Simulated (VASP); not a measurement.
A run of VASP 6.6.1:

File INCAR:

```
PREC = Accurate
ENCUT = 580
EDIFF = 1E-7
ISMEAR = -1
SIGMA = 0.05
LREAL = F
LASPH = T
NELM = 80
ALGO = Normal
ISIF = 3
LWAVE = F
LCHARG = F
GGA = PE
IBRION = 2
NSW = 40
EDIFFG = -0.005
```

File KPOINTS:

```
regular mesh
0
Gamma
  7 7 7
```

The input POSCAR:

```
NaI
1.0
    0.0000000000      3.2364000000      3.2364000000
    3.2364000000      0.0000000000      3.2364000000
    3.2364000000      3.2364000000      0.0000000000
I Na
1 1
Direct
    0.5000000000      0.5000000000      0.5000000000
    0.0000000000      0.0000000000      0.0000000000
```

Potentials or basis: VASP PAW PBE potentials, release 64 (I, Na).

The run is started by

```console
$ cat potpaw_PBE.64/I/POTCAR potpaw_PBE.64/Na/POTCAR > POTCAR
$ mpirun -np 1 vasp_std > vasp.out
```

Hardware: 1 thread of Intel(R) Xeon(R) 6975P-C (Granite Rapids), with other jobs on the host.

Q: Estimate the wall time of this run.

A: Wall time 16 s on 1 thread of Intel(R) Xeon(R) 6975P-C (Granite Rapids) (shared host), peak memory 0.22 GiB. Counts: scf iterations 35, k points 20, ion steps 3.
